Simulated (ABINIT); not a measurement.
Crystal: TaN.

```
CELL_PARAMETERS angstrom
0.00000 2.21132 2.21132
2.21132 0.00000 2.21132
2.21132 2.21132 0.00000
ATOMIC_POSITIONS crystal
Ta 0.50000 0.50000 0.50000
N 0.00000 0.00000 0.00000
```

The cell comes from a database or a generator and needn't be the stable form of this composition.

Program: ABINIT 10.8.3 (patched build). Alike in all runs: task band structure; cell as given; k mesh 10 × 10 × 10; smearing fermi-dirac 0.05 eV.

Question: Order these runs on this cell by their pressure, lowest first.
A. level PBEsol; potentials or basis JTH PAW PBE v2.0; spin SOC, no magnetisation; cutoff (eV) 707; fine-grid cutoff 1306.15 eV
B. level SCAN; potentials or basis JTH PAW PBE v2.0; spin off; cutoff (eV) 816; fine-grid cutoff 1414.99 eV
C. level SOGGA; potentials or basis JTH PAW PBE v2.0; spin SOC, no magnetisation; cutoff (eV) 707; fine-grid cutoff 1306.15 eV
D. level r2SCAN; potentials or basis JTH PAW LDA v2.0; spin off; cutoff (eV) 816; fine-grid cutoff 1414.99 eV
E. level LDA; potentials or basis PseudoDojo NC SR LDA v0.4.1 standard; spin off; cutoff (eV) 1143

Answer: E (-19.6 GPa), C (-12.3 GPa), A (-9.9 GPa), B (-7.6 GPa), D (-4.9 GPa).

Caveats: the highest band is partly filled, so the run has too few bands; the PAW data sets were made with another functional, which shifts forces and pressure a little (some runs); so large a pressure means that the cell lies far from this level's equilibrium, or that cutoff or potentials fall short (some runs).

Runs at the PBE level aren't shown here.
